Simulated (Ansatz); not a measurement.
MgSe: relaxed-ion elastic tensor

These are results of DFT PBE, scalar-relativistic, plane waves, PAW in Ansatz, not measurements. Settings: 420 eV plane-wave cutoff, Γ-centred 12×12×12 mesh, fixed occupations. No spin polarisation.

The cell, relaxed at this level:
```yaml
crystal:
  lattice:
    - [-1.94747, 1.94747, 2.75411]
    - [1.94747, -1.94747, 2.75411]
    - [1.94747, 1.94747, -2.75411]
  atoms:
    - { symbol: Mg, position: [0.50000, 0.50000, 0.00000] }
    - { symbol: Se, position: [0.00000, 0.00000, 0.00000] }
```

The cell has the rock salt type, in a space group that the Crystallography Open Database lists for this formula; it was reached from a generator's guess.

(1) Give the relaxed-ion elastic constants (GPa, Voigt order xx yy zz yz xz xy, on the Cartesian axes of the cell above).

(2) Is the crystal stable against homogeneous strain?

(3) And the moduli of a polycrystal (Hill averages)?

Answers

(1)
C11 = 116.3, C12 = 31.6, C13 = 33.9, C22 = 116.3, C23 = 33.9, C33 = 114.1, C44 = 42.4, C55 = 42.4, C66 = 40.1 GPa; the others vanish.

(2) Yes: the least eigenvalue of the tensor is 40.1 GPa.

(3) B = 61 GPa, G = 41 GPa, E = 101 GPa, ν = 0.22.
